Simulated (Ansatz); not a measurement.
**Al: what changed settings do**

All trials start from this Ansatz input:

```yaml
crystal:
  lattice:
    - [-1.59121869, 1.59121869, 1.59121869]
    - [1.59121869, -1.59121869, 1.59121869]
    - [1.59121869, 1.59121869, -1.59121869]
  atoms:
    - { symbol: Al, position: [0.0, 0.0, 0.0] }
basis:
  ecutwfc: 420
kpoints:
  mp_grid: { grid: [10, 10, 10] }
hamiltonian:
  xc: pbe
scf:
  occupations: { method: gaussian, width: 0.1 }
output:
  forces: true
  stress: true
  eigenvalues: true
```

Command:

```bash
ansatz run input.yaml --threads 1 --pin off --max-ram 1331MiB --backend cpu --events-out ev --progress --plain --runs-dir out
```

The run converges in 6 SCF iterations on 47 irreducible k-points: pressure 4.32 GPa, no gap.

Settings here are deliberately varied, not converged. Each trial's input is given as a difference from the reference's; energies are extrapolated to zero smearing where there is one, and pressure is positive in compression.

Question: Trial 1:

```diff
 basis:
-  ecutwfc: 420
+  ecutwfc: 500
 kpoints:
-  mp_grid: { grid: [10, 10, 10] }
+  mp_grid: { kspacing: 0.53 }
```

What happens?

Answer: The run converges in 6 SCF iterations on 16 irreducible k-points: energy 39.9 meV per atom below the reference, pressure 4.28 GPa, no gap.

Question: Trial 2:

```diff
 crystal:
   atoms:
-    - { symbol: Al, position: [0.0, 0.0, 0.0] }
+    - { symbol: Al, position: [0.0, 0.0, 0.0], spin: 3.0 }
 scf:
-  occupations: { method: gaussian, width: 0.1 }
+  occupations: { method: methfessel_paxton, width: 0.04 }
+  lower_state_search: "off"
+  max_iter: 40
 output:
-  forces: true
+  forces: false
+  populations: true
+magnetization:
+  spin_polarized: true
+  magnetic_field: 100
```

What does the program give?

Answer: The run converges in 17 SCF iterations on 47 irreducible k-points: pressure 4.25 GPa, no gap, cell moment 0.01 μB (in the typed magnetic field). It warns that the starting moments were lost; that the state wasn't tested for a lower one.

Question: Trial 3 (volume scaled):

```diff
 crystal:
   lattice:
-    - [-1.59121869, 1.59121869, 1.59121869]
-    - [1.59121869, -1.59121869, 1.59121869]
-    - [1.59121869, 1.59121869, -1.59121869]
+    - [-1.5172934059, 1.5172934059, 1.5172934059]
+    - [1.5172934059, -1.5172934059, 1.5172934059]
+    - [1.5172934059, 1.5172934059, -1.5172934059]
+  symmetry: { tolerance: 0.01 }
 kpoints:
-  mp_grid: { grid: [10, 10, 10] }
+  mp_grid: { grid: [2, 2, 2], shift: [0.5, 0.5, 0.5] }
 scf:
+  lower_state_search: standard
 output:
-  forces: true
-  stress: true
+  forces: false
+  stress: false
+dielectric:
+  field_mesh: kpoints
```

What does the program give?

Answer: The program refuses the input:

```text
Error: inconsistent input (total_charge, dielectric): the neutral cell has an odd electron count (3.000), which no filling of whole bands holds here — the response to a homogeneous field is an insulator's; give the cell's own charge, if that leaves an even count …
```

Next try, with these keys changed back:

```diff
-dielectric:
-  field_mesh: kpoints
```

The run converges in 6 SCF iterations on 2 irreducible k-points: energy 292 meV per atom above the reference, no gap.

Question: Trial 4:

```diff
 basis:
+  xc_grid: 1
 kpoints:
-  mp_grid: { grid: [10, 10, 10] }
+  mp_grid: { grid: [2, 2, 2] }
 scf:
-  occupations: { method: gaussian, width: 0.1 }
+  occupations: { method: cold, width: 0.33 }
```

What does the program give?

Answer: The run converges in 4 SCF iterations on 3 irreducible k-points: energy 903 meV per atom below the reference, pressure -2.28 GPa, no gap.

Question: Trial 5:

```diff
 kpoints:
-  mp_grid: { grid: [10, 10, 10] }
+  mp_grid: { kspacing: 0.36 }
+  band_path: { path: [VBM, CBM], npoints: 5 }
 hamiltonian:
-  xc: pbe
+  xc: lda
```

What does the program give?

Answer: The run converges in 6 SCF iterations on 29 irreducible k-points: pressure 0.92 GPa, no gap.

Question: Trial 6:

```diff
 hamiltonian:
-  xc: pbe
+  xc: pw92
```

What does the program give?

Answer: The run converges in 6 SCF iterations on 47 irreducible k-points: pressure 0.91 GPa, no gap.

Question: Trial 7:

```diff
 crystal:
   atoms:
-    - { symbol: Al, position: [0.0, 0.0, 0.0] }
+    - { symbol: Al, position: [0.0, 0.0, 0.0], spin: 3.0 }
 basis:
-  ecutwfc: 420
+  ecutwfc: 500
 hamiltonian:
-  xc: pbe
+  xc: r2scan
 scf:
+  lower_state_search: "off"
 output:
+  populations: true
+magnetization:
+  spin_polarized: true
```

What does the program give?

Answer: The run converges in 18 SCF iterations on 47 irreducible k-points: pressure 1.29 GPa, no gap, cell moment 0.00 μB. It warns that the starting moments were lost; that the state wasn't tested for a lower one.

Question: Trial 8 (strained):

```diff
 crystal:
   lattice:
-    - [-1.59121869, 1.59121869, 1.59121869]
-    - [1.59121869, -1.59121869, 1.59121869]
-    - [1.59121869, 1.59121869, -1.59121869]
+    - [-1.6123241171, 1.5547757275, 1.4473964884]
+    - [1.6475303432, -1.6138768655, 1.5417038524]
+    - [1.5768244723, 1.5783772207, -1.5064976264]
 kpoints:
-  mp_grid: { grid: [10, 10, 10] }
+  mp_grid: { grid: [2, 2, 2] }
 hamiltonian:
-  xc: pbe
+  xc: lda
 output:
-  forces: true
-  stress: true
+  forces: false
+  stress: false
```

What does the program give?

Answer: The run converges in 6 SCF iterations on 8 irreducible k-points: no gap.